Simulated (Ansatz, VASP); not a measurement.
**Two plane-wave programs on PbSe**

```
Pb Se
1.0
     3.78432    0.00000    0.00000
     0.00000    3.78432    0.00000
     0.00000    0.00000    3.78432
Pb Se
1 1
Cartesian
  0.0000 0.0000 0.0000
  1.8922 1.8922 1.8922
```

Measurements of this composition are mostly on another form, of space group No. 225.

Alike in both runs: task single point; functional PBE; dispersion D3(BJ); k mesh 12 × 12 × 12; occupations gaussian, width 0.15 eV; no spin polarisation.

|  | VASP | Ansatz |
| --- | --- | --- |
| version | VASP 6.6.1 | Ansatz 0.2.0 |
| potentials or method | VASP PAW PBE potentials, release 64 (Pb_d, Se) | scalar-relativistic, plane waves, PAW |
| plane-wave cutoff (eV) | 520 | 420 |
| valence electrons in the cell | 20 | 30 |

```tsv
	VASP	Ansatz	Ansatz less VASP
gap on the k mesh at the Fermi level (eV)	none	none	-
pressure (GPa)	-2.3	-2.3	+0.02
```

A gap of «none» marks a metal or a gap that the smearing closes. The two sets of potentials don't hold the same shells in valence.

Caveats: pairwise dispersion overbinds metals, which lowers pressure and volume. The runs have no spin-orbit coupling, so splittings on Pb are missing.
